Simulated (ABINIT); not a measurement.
Crystal: Si2W.

```
CELL_PARAMETERS angstrom
-1.60690 1.60690 3.91495
1.60690 -1.60690 3.91495
1.60690 1.60690 -3.91495
ATOMIC_POSITIONS crystal
W 0.00000 0.00000 0.00000
Si 0.66530 0.66530 0.00000
Si 0.33470 0.33470 0.00000
```

Base run:

```yaml
Program: ABINIT 10.8.3 (patched build)
Functional: PBEsol
Potentials_or_basis: PseudoDojo NC SR PBEsol v0.4.1 standard
Cutoff: 844 eV
k_mesh: 9 × 9 × 9
Occupations: fermi-dirac, width 0.05 eV
Spin: no spin polarisation
```

Its results: band gap on the k mesh none (metal or under the smearing width); pressure -2.0 GPa; largest force 0.008 eV/Å.

Problem. The run is repeated on the same cell with these changes: functional from PBEsol to LDA; potentials or basis from PseudoDojo NC SR PBEsol v0.4.1 standard to PseudoDojo NC SR LDA v0.4.1 standard; cutoff from 844 eV to 816 eV. What comes out?

Solution. Band gap on the k mesh none (metal or under the smearing width); pressure -6.4 GPa; largest force 0.089 eV/Å.

Caveats: the cutoff is short for stress, so the pressure is rough (some runs).
